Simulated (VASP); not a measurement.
# Pt (Im-3m) in VASP: notebook

One crystal, Pt, is run at these levels: PBEsol, LDA, PBE, PBE+D3(BJ); tasks: relaxation of cell and atoms.

Program: VASP 6.6.1. These are calculated values, not measurements. Logs are shortened: lines on timing, memory, paths and dates and some standing lists are left out, and cuts for length are marked.

## (1) The crystal as given

It takes space group Im-3m (No. 229, cubic). Conventional cell: a = 3.114 Å, b = 3.114 Å, c = 3.114 Å, α = 90.00°, β = 90.00°, γ = 90.00°. Pt (site symmetry m-3m) is surrounded by 8 Pt at 2.70 Å.

This isn't the form of Pt at room conditions, which is fcc.

## (2) Relaxation of cell and atoms, PBEsol

Input file INCAR:

```
  PREC = Accurate
  ENCUT = 600
  EDIFF = 1E-7
  ISMEAR = 0
  SIGMA = 0.1
  LREAL = F
  LASPH = T
  NELM = 80
  ALGO = Fast
  ISIF = 3
  LWAVE = F
  LCHARG = F
  GGA = PS
  IBRION = 2
  NSW = 90
  EDIFFG = -0.005
```

Input file KPOINTS:

```
regular mesh
0
Gamma
  18 18 18
```

Input file POSCAR:

```
Pt
1.0
   -1.5570610900      1.5570610900      1.5570610900
    1.5570610900     -1.5570610900      1.5570610900
    1.5570610900      1.5570610900     -1.5570610900
Pt
1
Direct
    0.0000000000      0.0000000000      0.0000000000
```

Potentials or basis: VASP PAW PBE potentials, release 64 (Pt).

Launch:

```sh
$ cat potpaw_PBE.64/Pt/POTCAR > POTCAR
$ mpirun -np 1 vasp_std > vasp.out
```

OUTCAR:

```text
PREC = Accurate
   ENCUT = 600
   EDIFF = 1E-7
   ISMEAR = 0
   LREAL = F
   LASPH = T
   NELM = 80
   ISIF = 3
   GGA = PS
   IBRION = 2
   NSW = 90
   EDIFFG = -0.005

 ion  position               nearest neighbor table
   1  0.000  0.000  0.000-

  LATTYP: Found a body centered cubic cell.
 ALAT       =     3.1141221800

  Lattice vectors:

 A1 = (  -1.5570610900,   1.5570610900,   1.5570610900)
 A2 = (   1.5570610900,  -1.5570610900,   1.5570610900)
 A3 = (   1.5570610900,   1.5570610900,  -1.5570610900)

Analysis of symmetry for initial positions (statically):
=====================================================================
 Subroutine PRICEL returns:
 Original cell was already a primitive cell.

 Routine SETGRP: Setting up the symmetry group for a
 body centered cubic supercell.

 Subroutine GETGRP returns: Found 48 space group operations
 (whereof 48 operations were pure point group operations)
 out of a pool of 48 trial point group operations.

The static configuration has the point symmetry O_h .

Analysis of symmetry for dynamics (positions and initial velocities):
=====================================================================
 Subroutine PRICEL returns:
 Original cell was already a primitive cell.

 Routine SETGRP: Setting up the symmetry group for a
 body centered cubic supercell.

 Subroutine GETGRP returns: Found 48 space group operations
 (whereof 48 operations were pure point group operations)
 out of a pool of 48 trial point group operations.

The dynamic configuration has the point symmetry O_h .

 Subroutine INISYM returns: Found 48 space group operations
 (whereof 48 operations are pure point group operations),
 and found     1 'primitive' translations

----------------------------------------------------------------------------------------

                                     Primitive cell

  volume of cell :      15.1000

  direct lattice vectors                    reciprocal lattice vectors
    -1.557061090  1.557061090  1.557061090     0.000000000  0.321117780  0.321117780
     1.557061090 -1.557061090  1.557061090     0.321117780  0.000000000  0.321117780
     1.557061090  1.557061090 -1.557061090     0.321117780  0.321117780  0.000000000

  length of vectors
     2.696908918  2.696908918  2.696908918     0.454129119  0.454129119  0.454129119

  position of ions in fractional coordinates (direct lattice)
     0.000000000  0.000000000  0.000000000

  ion indices of the primitive-cell ions
   primitive index   ion index
                 1           1

----------------------------------------------------------------------------------------

 KPOINTS: regular mesh

Automatic generation of k-mesh.
 Grid dimensions read from file:
 generate k-points for:   18   18   18

 Generating k-lattice:

  Cartesian coordinates                     Fractional coordinates (reciprocal lattice)
     0.000000000  0.017839877  0.017839877     0.055555556  0.000000000  0.000000000
     0.017839877  0.000000000  0.017839877     0.000000000  0.055555556  0.000000000
     0.017839877  0.017839877  0.000000000     0.000000000  0.000000000  0.055555556

  Length of vectors
     0.025229396  0.025229396  0.025229396

  Shift w.r.t. Gamma in fractional coordinates (k-lattice)
     0.000000000  0.000000000  0.000000000

 Subroutine IBZKPT returns following result:
 ===========================================

 Found    195 irreducible k-points:

 Following reciprocal coordinates:
            Coordinates               Weight
  0.000000  0.000000  0.000000      1.000000
  0.055556  0.000000  0.000000     12.000000
  0.111111  0.000000  0.000000     12.000000
  0.166667  0.000000  0.000000     12.000000
  0.222222  0.000000  0.000000     12.000000
  0.277778  0.000000  0.000000     12.000000
[... 16 lines left out ...]
  0.333333  0.111111  0.000000     48.000000
  0.388889  0.111111  0.000000     48.000000
 [... further k-points ...]
   k-points           NKPTS =    195   k-points in BZ     NKDIM =    195   number of bands    NBANDS=      9
   number of dos      NEDOS =    301   number of ions     NIONS =      1
   total plane-waves  NPLWV =  13824
   dimension x,y,z NGX =    24 NGY =   24 NGZ =   24
   dimension x,y,z NGXF=    48 NGYF=   48 NGZF=   48
   ions per type =               1
   NGX,Y,Z   is equivalent  to a cutoff of  14.79, 14.79, 14.79 a.u.
   NGXF,Y,Z  is equivalent  to a cutoff of  29.59, 29.59, 29.59 a.u.
 SYSTEM =  unknown system
   PREC   = accura    normal or accurate (medium, high low for compatibility)
   ISTART =      0    job   : 0-new  1-cont  2-samecut
   ICHARG =      2    charge: 1-file 2-atom 10-const
   ISPIN  =      1    spin polarized calculation?
   LNONCOLLINEAR =      F non collinear calculations
   LSORBIT =      F    spin-orbit coupling
   LASPH  =      T    aspherical Exc in radial PAW
   ENCUT  =  600.0 eV  44.10 Ry    6.64 a.u.   5.39  5.39  5.39*2*pi/ulx,y,z
[... 50 lines left out ...]
  ---------------------------------------------------
  free energy    TOTEN  =        -6.85787047 eV

  energy without entropy =       -6.85495260  energy(sigma->0) =       -6.85641153

------------------------ aborting loop because EDIFF is reached ----------------------------------------

  FORCE on cell =-STRESS in cart. coord.  units (eV):
  Direction    XX          YY          ZZ          XY          YZ          ZX
  --------------------------------------------------------------------------------------
  -------------------------------------------------------------------------------------
  Total        0.1490273      0.1490273      0.1490273      0.0000000      0.0000000     -0.0000000
  in kB       15.8124663     15.8124663     15.8124663      0.0000000      0.0000000     -0.0000000
  external PRESSURE =      15.8124663 kB  Pullay stress =       0.0000000 kB

 VOLUME and BASIS-vectors are now :
 -----------------------------------------------------------------------------
  energy-cutoff  :      600.00
  volume of cell :       15.10
      direct lattice vectors                 reciprocal lattice vectors
    -1.557061090  1.557061090  1.557061090     0.000000000  0.321117780  0.321117780
     1.557061090 -1.557061090  1.557061090     0.321117780  0.000000000  0.321117780
     1.557061090  1.557061090 -1.557061090     0.321117780  0.321117780  0.000000000
[... 36 lines left out ...]
 POSITION                                       TOTAL-FORCE (eV/Angst)
 -----------------------------------------------------------------------------------
     -1.56826      1.56826      1.56826         0.000000      0.000000     -0.000000
 -----------------------------------------------------------------------------------
    total drift:                               -0.000000     -0.000000      0.000000

  FREE ENERGIE OF THE ION-ELECTRON SYSTEM (eV)
  ---------------------------------------------------
  free  energy   TOTEN  =        -6.8548793095 eV

  energy  without entropy=       -6.8517782588  energy(sigma->0) =       -6.85332878

--------------------------------------- Ionic step        3  -------------------------------------------

 number of electron      10.0000001 magnetization

 Free energy of the ion-electron system (eV)
  ---------------------------------------------------
  ext. energy  EPLUGINS =         0.00000000
  ---------------------------------------------------
  free energy    TOTEN  =        -6.85825345 eV

  energy without entropy =       -6.85529049  energy(sigma->0) =       -6.85677197

 E-fermi :  10.7852     XC(G=0): -13.5816

 val. band max:       10.7797299263   @ k =  -0.3889   0.3889   0.2222
 cond. band min:      10.8055731911   @ k =  -0.3889   0.5000   0.0556
 fundamental gap:      0.0258432649
 Fermi energy:        10.7852135564

 k-point     1 :       0.0000    0.0000    0.0000
  band No.  band energies     occupation
      1       0.7595      2.00000
      2       7.0318      2.00000
      3       7.0318      2.00000
      4       7.0318      2.00000
      5       9.6989      2.00000
      6       9.6989      2.00000
      7      27.8141      0.00000
      8      27.8141      0.00000
      9      27.8141      0.00000

 k-point     2 :       0.0556    0.0000    0.0000
  band No.  band energies     occupation
      1       0.8906      2.00000
      2       6.9785      2.00000
      3       7.0314      2.00000
      4       7.1386      2.00000
      5       9.6278      2.00000
      6       9.7023      2.00000
      7      27.8819      0.00000
      8      27.9425      0.00000
      9      28.0100      0.00000
[... 253 lines left out ...]
 k-point    24 :       0.3889    0.1111    0.0000
  band No.  band energies     occupation
      1       4.1003      2.00000
      2       5.6492      2.00000
      3       8.6489      2.00000
      4       9.4863      2.00000
      5      10.4375      2.00000
      6      12.9844      0.00000
      7      18.0043      0.00000
      8      24.1538      0.00000
      9      26.3678      0.00000

 [... further k-points ...]

------------------------ aborting loop because EDIFF is reached ----------------------------------------

  FORCE on cell =-STRESS in cart. coord.  units (eV):
  Direction    XX          YY          ZZ          XY          YZ          ZX
  --------------------------------------------------------------------------------------
  -------------------------------------------------------------------------------------
  Total        0.0020606      0.0020606      0.0020606     -0.0000000     -0.0000000     -0.0000000
  in kB        0.2174572      0.2174572      0.2174572     -0.0000000     -0.0000000     -0.0000000
  external PRESSURE =       0.2174572 kB  Pullay stress =       0.0000000 kB

 VOLUME and BASIS-vectors are now :
 -----------------------------------------------------------------------------
  energy-cutoff  :      600.00
  volume of cell :       15.18
      direct lattice vectors                 reciprocal lattice vectors
    -1.559888770  1.559888770  1.559888770     0.000000000  0.320535675  0.320535675
     1.559888770 -1.559888770  1.559888770     0.320535675  0.000000000  0.320535675
     1.559888770  1.559888770 -1.559888770     0.320535675  0.320535675  0.000000000

 POSITION                                       TOTAL-FORCE (eV/Angst)
 -----------------------------------------------------------------------------------
      0.00000     -0.00000      0.00000         0.000000      0.000000      0.000000
 -----------------------------------------------------------------------------------
    total drift:                               -0.000000     -0.000000      0.000000

  FREE ENERGIE OF THE ION-ELECTRON SYSTEM (eV)
  ---------------------------------------------------
  free  energy   TOTEN  =        -6.8582534476 eV

  energy  without entropy=       -6.8552904856  energy(sigma->0) =       -6.85677197

 reached required accuracy - stopping structural energy minimisation
```

Wall time 39 s (1 thread of AMD EPYC 9R45 (Zen 5), shared host); peak memory 0.14 GiB.

What came out:

```yaml
Free_energy: -6.8583 eV
Relaxed_volume: 15.18 Å³/atom
Relaxed_cell: a = 2.702 Å, b = 2.702 Å, c = 2.702 Å, α = 109.47°, β = 109.47°, γ = 109.47°
Space_group_after_relaxing_to_0.05_Å: Im-3m (No. 229)
Energy_gained_by_relaxing: 0.4 meV/atom
Ionic_steps: 3
Pressure_after_relaxing: 0.0 GPa
Band_gap_on_the_k_mesh: none (metal or under the smearing width)
```

The path:
```
step  energy change (eV)  largest force (eV/Å)  pressure (GPa)  volume (Å³)
   1              0.0000                0.0000            1.58        15.10
   2              0.0030                0.0000           -4.31        15.43
   3             -0.0004                0.0000            0.02        15.18
```

Final structure:
```
Pt
1.0
    -1.55989    1.55989    1.55989
     1.55989   -1.55989    1.55989
     1.55989    1.55989   -1.55989
Pt
1
Direct
  0.00000 0.00000 0.00000
```

Levels at points of the mesh, in eV from the Fermi level:
```
           k point  band 3  band 4  band 5  band 6  band 7  band 8
(0.00, 0.00, 0.00)   -3.75   -3.75   -1.09   -1.09   17.03   17.03
(0.50, 0.00, 0.00)   -1.28   -0.73    0.03    1.10    6.57   13.20
(0.50, 0.50, 0.50)    0.53    0.53    0.53    7.66    7.66    7.66
```

Caveat: the PAW data sets were made with another functional, which shifts forces and pressure a little. The run has no spin-orbit coupling, so splittings on Pt are missing.

## (3) Relaxation of cell and atoms, LDA

Changes to INCAR since step 2:

```diff
@@ -12,3 +12,3 @@
   LCHARG = F
-  GGA = PS
+  GGA = CA
   IBRION = 2
```

KPOINTS is that of step 2.

POSCAR is that of step 2.

Potentials or basis: VASP PAW LDA potentials, release 64 (Pt).

Launch:

```sh
$ cat potpaw_LDA.64/Pt/POTCAR > POTCAR
$ mpirun -np 1 vasp_std > vasp.out
```

It took 43 s on 1 thread of AMD EPYC 9R45 (Zen 5), shared host; peak memory 0.15 GiB.

The run converged. Its results:

```
Free energy                            : -7.3959 eV
Relaxed volume                         : 14.96 Å³/atom
Relaxed cell                           : a = 2.688 Å, b = 2.688 Å, c = 2.688 Å, α = 109.47°, β = 109.47°, γ = 109.47°
Space group after relaxing (to 0.05 Å) : Im-3m (No. 229)
Energy gained by relaxing              : 1.3 meV/atom
Ionic steps                            : 3
Pressure after relaxing                : 0.0 GPa
Band gap on the k mesh                 : none (metal or under the smearing width)
```

The path:
```tsv
step	energy change (eV)	largest force (eV/Å)	pressure (GPa)	volume (Å³)
1	0.0000	0.0000	-2.80	15.10
2	0.0105	0.0000	9.17	14.53
3	-0.0013	0.0000	-0.04	14.96
```

Final structure:
```
CELL_PARAMETERS angstrom
-1.55208 1.55208 1.55208
1.55208 -1.55208 1.55208
1.55208 1.55208 -1.55208
ATOMIC_POSITIONS crystal
Pt 0.00000 0.00000 0.00000
```

Levels at points of the mesh, in eV from the Fermi level:
```
           k point  band 3  band 4  band 5  band 6  band 7  band 8
(0.00, 0.00, 0.00)   -3.86   -3.86   -1.11   -1.11   17.00   17.00
(0.50, 0.00, 0.00)   -1.31   -0.74    0.04    1.13    6.73   13.20
(0.50, 0.50, 0.50)    0.54    0.54    0.54    7.71    7.71    7.71
```

Spin-orbit coupling is left out, which matters for the levels of Pt.

## (4) Relaxation of cell and atoms, PBE

Changes to INCAR since step 3:

```diff
@@ -12,3 +12,3 @@
   LCHARG = F
-  GGA = CA
+  GGA = PE
   IBRION = 2
```

KPOINTS is that of step 3.

POSCAR is that of step 3.

Potentials or basis: VASP PAW PBE potentials, release 64 (Pt).

Launch:

```sh
$ cat potpaw_PBE.64/Pt/POTCAR > POTCAR
$ mpirun -np 1 vasp_std > vasp.out
```

It took 79 s on 1 thread of AMD EPYC 9R45 (Zen 5), shared host; peak memory 0.15 GiB.

The run converged. Its results:

- Free energy: -6.0087 eV
- Relaxed volume: 15.79 Å³/atom
- Relaxed cell: a = 2.738 Å, b = 2.738 Å, c = 2.738 Å, α = 109.47°, β = 109.47°, γ = 109.47°
- Space group after relaxing (to 0.05 Å): Im-3m (No. 229)
- Energy gained by relaxing: 25.1 meV/atom
- Ionic steps: 16
- Pressure after relaxing: 0.0 GPa
- Band gap on the k mesh: none (metal or under the smearing width)

The path:
```csv
step,energy change (eV),largest force (eV/Å),pressure (GPa),volume (Å³)
1,0.0000,0.0000,12.19,15.10
2,0.1164,0.0000,-20.35,17.75
3,-0.0250,0.0000,-0.49,15.83
4,-0.0251,0.0000,-0.06,15.80
5,-0.0251,0.0000,0.16,15.78
6,-0.0251,0.0000,0.16,15.78
7,-0.0251,0.0000,0.13,15.78
8,-0.0251,0.0000,0.13,15.78
9,-0.0251,0.0000,0.13,15.78
10,-0.0251,0.0000,0.13,15.78
11,-0.0251,0.0000,0.13,15.78
12,-0.0251,0.0000,0.13,15.78
13,-0.0251,0.0000,0.11,15.79
14,-0.0251,0.0000,0.10,15.79
15,-0.0251,0.0000,0.07,15.79
16,-0.0251,0.0000,0.00,15.79
```

Final structure:
```yaml
crystal:
  lattice:
    - [-1.58052, 1.58052, 1.58052]
    - [1.58052, -1.58052, 1.58052]
    - [1.58052, 1.58052, -1.58052]
  atoms:
    - { symbol: Pt, position: [0.00000, 0.00000, 0.00000] }
```

Levels at points of the mesh, in eV from the Fermi level:
| k point | band 2 | band 3 | band 4 | band 5 | band 6 | band 7 | band 8 | band 9 |
| --- | --- | --- | --- | --- | --- | --- | --- | --- |
| (0.00, 0.00, 0.00) | -3.52 | -3.52 | -3.52 | -1.04 | -1.04 | 17.06 | 17.06 | 17.06 |
| (0.50, 0.00, 0.00) | -4.94 | -1.22 | -0.72 | 0.23 | 1.01 | 6.26 | 13.23 | 15.82 |
| (0.50, 0.50, 0.50) | -6.11 | 0.48 | 0.48 | 0.48 | 7.63 | 7.63 | 7.63 | 12.75 |

## (5) Relaxation of cell and atoms, PBE+D3(BJ)

Changes to INCAR since step 4:

```diff
@@ -13,2 +13,3 @@
   GGA = PE
+  IVDW = 12
   IBRION = 2
```

KPOINTS is that of step 4.

POSCAR is that of step 4.

Launch:

```sh
$ cat potpaw_PBE.64/Pt/POTCAR > POTCAR
$ mpirun -np 1 vasp_std > vasp.out
```

Wall time 44 s (1 thread of AMD EPYC 9R45 (Zen 5), shared host); peak memory 0.16 GiB.

The run converged. Its results:

```
Free energy                            : -6.7631 eV
Relaxed volume                         : 15.30 Å³/atom
Relaxed cell                           : a = 2.709 Å, b = 2.709 Å, c = 2.709 Å, α = 109.47°, β = 109.47°, γ = 109.47°
Space group after relaxing (to 0.05 Å) : Im-3m (No. 229)
Energy gained by relaxing              : 2.1 meV/atom
Ionic steps                            : 3
Pressure after relaxing                : 0.0 GPa
Band gap on the k mesh                 : none (metal or under the smearing width)
Dispersion energy per atom             : -0.767 eV
```

The path:
```tsv
step	energy change (eV)	largest force (eV/Å)	pressure (GPa)	volume (Å³)
1	0.0000	0.0000	3.56	15.10
2	0.0133	0.0000	-8.66	15.85
3	-0.0021	0.0000	-0.05	15.30
```

Final structure:
```cif
data_structure
_symmetry_space_group_name_H-M 'P 1'
_symmetry_Int_Tables_number 1
_cell_length_a 2.7086
_cell_length_b 2.7086
_cell_length_c 2.7086
_cell_angle_alpha 109.471
_cell_angle_beta 109.471
_cell_angle_gamma 109.471
_cell_volume 15.30
loop_
_atom_site_label
_atom_site_type_symbol
_atom_site_fract_x
_atom_site_fract_y
_atom_site_fract_z
_atom_site_occupancy
Pt1 Pt 0.00000 0.00000 0.00000 1
```

Levels at points of the mesh, in eV from the Fermi level:
| k point | band 3 | band 4 | band 5 | band 6 | band 7 | band 8 |
| --- | --- | --- | --- | --- | --- | --- |
| (0.00, 0.00, 0.00) | -3.70 | -3.70 | -1.09 | -1.09 | 17.05 | 17.05 |
| (0.50, 0.00, 0.00) | -1.28 | -0.75 | 0.13 | 1.07 | 6.54 | 13.23 |
| (0.50, 0.50, 0.50) | 0.52 | 0.52 | 0.52 | 7.70 | 7.70 | 7.70 |

Caveat: pairwise dispersion overbinds metals, which lowers pressure and volume.

## (6) The runs side by side

| level | potentials or basis | gap on the mesh (eV) | pressure (GPa) | relaxed volume (Å³/atom) |
| --- | --- | --- | --- | --- |
| PBEsol | VASP PAW PBE potentials, release 64 (Pt) | none | 0.0 | 15.18 |
| LDA | VASP PAW LDA potentials, release 64 (Pt) | none | 0.0 | 14.96 |
| PBE | VASP PAW PBE potentials, release 64 (Pt) | none | 0.0 | 15.79 |
| PBE+D3(BJ) | VASP PAW PBE potentials, release 64 (Pt) | none | 0.0 | 15.30 |

Alike in all rows: task relaxation of cell and atoms; no spin polarisation; cell relaxed; k mesh 18 × 18 × 18; cutoff (eV) 600; smearing gaussian 0.1 eV.

Caveats: the PAW data sets were made with another functional, which shifts forces and pressure a little (some runs); pairwise dispersion overbinds metals, which lowers pressure and volume (some runs).

Total energies depend on the potentials used, so only differences within one code and one set of settings carry meaning.
